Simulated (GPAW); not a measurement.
MgS: relaxation of cell and atoms with PBEsol

MgS:

```xyz
2
Lattice="0.0000 2.8331 2.8331 2.8331 0.0000 2.8331 2.8331 2.8331 0.0000" Properties=species:S:1:pos:R:3 pbc="T T T"
S     1.4166    1.4166    1.4166
Mg    0.0000    0.0000    0.0000
```

The cell comes from a database or a generator and needn't be the stable form of this composition.

```
Program             : GPAW 26.7.0
Task                : relaxation of cell and atoms
Functional          : PBEsol
Potentials or basis : PAW data sets generated in the run's folder for this functional
Cutoff              : 800 eV
Basis               : pw
k mesh              : 8 × 8 × 8
Occupations         : fermi-dirac, width 0.05 eV
Spin                : no spin polarisation
Maxiter             : 150
Optimizer           : BFGS
Fmax                : 0.02 eV/Å
Max steps           : 60
Convergence         : density=1e-05 forces=0.0001
```

| Item | Value |
| --- | --- |
| Relaxed volume | 22.59 Å³/atom |
| Relaxed cell | a = 3.998 Å, b = 3.998 Å, c = 3.998 Å, α = 60.00°, β = 60.00°, γ = 60.00° |
| Space group after relaxing (to 0.05 Å) | F-43m (No. 216) |
| Energy gained by relaxing | 0.1 meV/atom |
| Ionic steps | 3 |
| Pressure after relaxing | 0.0 GPa |
| Band gap on the k mesh | 3.31 eV, direct |

The path:
| step | energy change (eV) | largest force (eV/Å) | pressure (GPa) | volume (Å³) |
| --- | --- | --- | --- | --- |
| 1 | 0.0000 | 0.0000 | -0.37 | 45.48 |
| 2 | -0.0001 | 0.0000 | -0.31 | 45.43 |
| 3 | -0.0003 | 0.0000 | 0.00 | 45.18 |

Final structure:
```cif
data_structure
_symmetry_space_group_name_H-M 'P 1'
_symmetry_Int_Tables_number 1
_cell_length_a 3.9979
_cell_length_b 3.9979
_cell_length_c 3.9979
_cell_angle_alpha 60.000
_cell_angle_beta 60.000
_cell_angle_gamma 60.000
_cell_volume 45.18
loop_
_atom_site_label
_atom_site_type_symbol
_atom_site_fract_x
_atom_site_fract_y
_atom_site_fract_z
_atom_site_occupancy
S1 S 0.25000 0.25000 0.25000 1
Mg1 Mg 0.00000 0.00000 0.00000 1
```

Levels at points of the mesh, in eV from the valence-band top:
```tsv
k point	band 4	band 5	band 6	band 7	band 8	band 9	band 10	band 11	band 12
(0.00, 0.00, 0.00)	-40.52	-11.29	0.00	0.00	0.00	3.31	7.85	7.85	7.85
(0.50, 0.50, 0.00)	-40.52	-10.36	-2.86	-1.05	-1.05	3.70	5.54	11.07	12.20
(0.50, 0.50, 0.50)	-40.52	-10.59	-3.19	-0.33	-0.33	5.01	7.52	7.52	8.44
```

Wall time 56 s on 1 thread of Arm Neoverse V1, on a shared host, peak memory 0.21 GiB.

Caveat: later steps reuse the first step's grids. A k mesh can miss the band edges.
